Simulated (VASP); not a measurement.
A run of VASP 6.6.1:

Contents of INCAR:

```
SYSTEM = Ru
ALGO     = Normal         ! electronic algorithm
EDIFF    = 1E-7           ! SCF threshold, eV
EDIFFG   = -0.005         ! ionic threshold
ENCUT    = 600            ! plane-wave cutoff, eV
IBRION   = 2              ! ionic algorithm
ISIF     = 3              ! what is computed and relaxed
ISMEAR   = -1             ! smearing method
IVDW     = 12             ! dispersion correction
LASPH    = .TRUE.         ! aspherical terms in the spheres
LCHARG   = .FALSE.        ! write CHGCAR
LMIXTAU  = .TRUE.       
LREAL    = .FALSE.        ! projectors in reciprocal space
LWAVE    = .FALSE.        ! write WAVECAR
METAGGA  = SCAN           ! meta-GGA
NELM     = 60             ! most SCF steps
NSW      = 60             ! ionic steps
PREC     = Accurate       ! precision mode
SIGMA    = 0.05           ! smearing width, eV
```

The input KPOINTS:

```
k-points
0
G
  11 11 6
  0 0 0
```

Contents of POSCAR:

```
Ru
1.0
    2.7058000000      0.0000000000      0.0000000000
   -1.3529000000      2.3432915376      0.0000000000
    0.0000000000      0.0000000000      4.2819000000
Ru
2
Direct
    0.6666666667      0.3333333333      0.7500000000
    0.3333333333      0.6666666667      0.2500000000
```

Potentials or basis: VASP PAW PBE potentials, release 64 (Ru_pv).

The run is started by

```sh
$ cat potpaw_PBE.64/Ru_pv/POTCAR > POTCAR
$ mpirun -np 1 vasp_std > vasp.out
```

Hardware: 1 thread of Intel(R) Xeon(R) Platinum 8488C (Sapphire Rapids) (shared host).

**Question.** How long does it take, and how much memory?

**Answer.** Run time: 9.8 min on 1 thread of Intel(R) Xeon(R) Platinum 8488C (Sapphire Rapids) (shared host), peak memory 0.2 GiB. Counts: scf iterations 126, k points 64, ion steps 9.
